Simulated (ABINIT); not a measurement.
Crystal: Zr.

```
Zr
1.0
     3.23200    0.00000    0.00000
    -1.61600    2.79899    0.00000
     0.00000    0.00000    5.14700
Zr
2
Direct
  0.66667 0.33333 0.75000
  0.33333 0.66667 0.25000
```

Base run:

| Property | Result |
| --- | --- |
| Program | ABINIT 10.8.3 (patched build) |
| Functional | PBEsol |
| Potentials or basis | JTH PAW PBE v2.0 |
| Cutoff | 544 eV |
| k mesh | 9 × 9 × 5 |
| Occupations | fermi-dirac, width 0.05 eV |
| Spin | no spin polarisation |

Its results: band gap on the k mesh none (metal or under the smearing width); pressure -3.4 GPa.

Question: After a change of settings the same cell gave: band gap on the k mesh none (metal or under the smearing width); pressure 1.9 GPa. Which change was it?
A. functional from PBEsol to SCAN
B. functional from PBEsol to LDA
C. functional from PBEsol to r2SCAN
D. functional from PBEsol to revPBE

Answer: D.

revPBE binds less tightly than PBEsol, so the same cell stands under more pressure.

Caveats: the PAW data sets were made with another functional, which shifts forces and pressure a little.
